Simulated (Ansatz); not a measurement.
# NaI under changes of volume

One of the cells (33.899 Å³/atom); the others are scaled copies at fixed shape and fractional positions:

```xyz
2
Lattice="0.0000 3.2364 3.2364 3.2364 0.0000 3.2364 3.2364 3.2364 0.0000" Properties=species:S:1:pos:R:3 pbc="T T T"
I     3.2364    3.2364    3.2364
Na    0.0000    0.0000    0.0000
```

```yaml
Program: Ansatz 0.2.0
Functional: PBE
Potentials_or_basis: Ansatz PAW
Cutoff: "420 eV (not typed: the program's choice for these potentials)"
k_mesh: 7 × 7 × 7
Occupations: fermi-dirac, width 0.05 eV
Spin: no spin polarisation
```

```csv
volume (Å³/atom),energy over the lowest point (meV/atom),pressure (GPa),gap on the mesh (eV)
31.865,?,?,?
32.543,7.73,1.2,3.76
33.221,3.59,0.8,3.70
33.899,1.07,0.4,3.64
34.577,0.00,0.1,3.59
35.255,0.22,-0.2,3.54
35.933,1.60,-0.5,3.50
```

**Question.** What does the run at 31.865 Å³/atom give?

**Answer.** Energy over the lowest point 13.68 meV/atom; pressure 1.6 GPa; gap on the mesh 3.82 eV.

Worked out: A Birch-Murnaghan fit of order 3 (a polynomial in V^(-2/3)) to the other rows has its minimum at 34.79 Å³/atom with B0 = V·E''(V) = 15.1 GPa and B' = 4.8. It gives 13.68 meV/atom at 31.865 Å³/atom, against the run's 13.68, and -dE/dV = 1.6 GPa, against 1.6. A straight line through the other rows of the gap, of slope -2.64 eV per unit of ln V (its deformation potential), extrapolates to 3.81 eV, against the run's 3.82.

Energies are extrapolated to zero smearing.

Caveats: odd divisions of the mesh miss points on the zone boundary, where band edges often lie, so the gap on the mesh can be too wide; spin-orbit coupling is left out, which moves the levels of the heavy elements.
